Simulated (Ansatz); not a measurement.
Set up this calculation in Ansatz 0.2.0, as an ASE script.

```
Task                : projected density of states
Functional          : PBE
Dispersion          : D3(BJ)
Potentials or basis : Ansatz PAW
Cutoff              : 420 eV
Density cutoff      : 1680 eV
k mesh              : 9 × 9 × 5
Occupations         : cold, width 0.05 eV
Spin                : collinear spin, random start
Starting moments    : [-1.23, -2.34] μB
Hubbard terms       : Co d U = 5.3 eV
Driver              : chain
Hubbard projectors  : all-electron-ortho-atomic
Double counting     : fll (the default)
```

The structure of Co lies in Co.xyz:

```xyz
2
Lattice="2.4719999032 0.0000000000 0.0000000000 -1.2359999516 2.1408147143 0.0000000000 0.0000000000 0.0000000000 4.0211440800" Properties=species:S:1:pos:R:3 pbc="T T T"
Co     1.1350138116      0.8295357304      2.9105282120
Co    -0.0262205030      1.5073818934      0.9057747675
```

The cell isn't the ideal one: atoms moved at random, drawn with an rms of 0.1 Å.

These files were run (other wordings do the same):

run.py

```python
import json

import ase.io
import numpy as np

import ansatz as az

atoms = ase.io.read("Co.xyz")
atoms.set_initial_magnetic_moments([-1.23, -2.34])

calculation = (
    az.Crystal.from_ase(atoms)
    .calculation()
    .kpoints(9, 9, 5)
    .functional("pbe", dispersion="d3bj")
    .pseudopotentials(kind="paw")
    .hubbard(projectors="all-electron-ortho-atomic")
    .hubbard("Co", "d", u_eff=5.3)
    .spin("collinear")
    .scf(extra_bands=4)
    .occupations(method="cold", width=0.05)
    .density_of_states(energy_step=0.05, projected=True, nscf_kmesh=(14, 14, 8))
    .forces()
    .stress()
    .band_table(publish=True)
)
outcome = calculation.run(threads=2, events_out="events.jsonl")

report = outcome.report
for line in open("events.jsonl"):
    event = json.loads(line)
    if event["event"] == "scf_iter":
        d = event["data"]
        print(f"SCF {d['iter']:3d}  HF = {d['harris_foulkes_ev']:.6f} eV  dr2 = {d['dr2_ev']:.2e} eV")
    elif event["event"] in ("relax_step", "md_step"):
        d = event["data"]
        print(f"{event['event']} {d['step']:3d}  E = {d['lagrangian_ev']:.6f} eV")
np.set_printoptions(precision=5, suppress=True, linewidth=110)
print("converged:", report["converged"], "after", report["n_iterations"], "iterations")
print(f"free energy {report['free_energy_ev']:.6f} eV, Fermi level {report['fermi_energy_ev']:.4f} eV")
for key in ("band_edges_ev", "magnetization_mub", "site_moments_mub", "site_moments_nc_mub", "forces_ev_ang",
                "stress_gpa"):
    if report.get(key) is not None:
        print(key, np.array(report[key]), sep="\n")
```

Potentials or basis: Ansatz PAW.

The run is started by

```console
$ python run.py
```

Results of the run:

```json
{"Pressure": "43.7 GPa", "Largest force": "0.291 eV/Å", "Band gap on the k mesh": "none (metal or under the smearing width)", "Net moment": "-3.94 μB per cell", "Absolute moment": "3.96 μB per cell", "Site moments": "Co -1.92 μB", "Density of states at the Fermi level": "0.76 states/eV per cell"}
```

Caveat: the magnetic or orbital state may not be the lowest; pairwise dispersion overbinds metals, which lowers pressure and volume; the U is typed as a test and isn't derived for this compound.

Wall time 89 s on 2 threads of Arm Neoverse V1 (shared host), peak memory 0.79 GiB.
